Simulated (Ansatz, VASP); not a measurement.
# One calculation of Na, two programs

```
Na
1.0
     3.81657    0.00000    0.00000
    -1.90829    3.30525    0.00000
     0.00000    0.00000    6.23498
Na
2
Direct
  0.66667 0.33333 0.75000
  0.33333 0.66667 0.25000
```

Change from the starting cell: volume scaled by 1.04.

Alike in both runs: task single point; functional LDA; k mesh 8 × 8 × 5; occupations fermi-dirac, width 0.05 eV; no spin polarisation.

```csv
,VASP,Ansatz
version,VASP 6.6.1,Ansatz 0.2.0
potentials or method,"VASP PAW LDA potentials, release 64 (Na_pv), cutoff 520 eV","all-electron LAPW, scalar-relativistic"
```

|  | VASP | Ansatz | Ansatz less VASP |
| --- | --- | --- | --- |
| gap on the k mesh at the Fermi level (eV) | none | none | - |
| pressure (GPa) | -1.1 | -1.1 | +0.03 |
| largest component of the traceless stress (GPa) | 0.15 | 0.15 | 0.000 |

A gap of «none» marks a metal or a gap that the smearing closes. Ansatz ran all-electron here, so the differences hold the error of VASP's frozen core and of both bases.
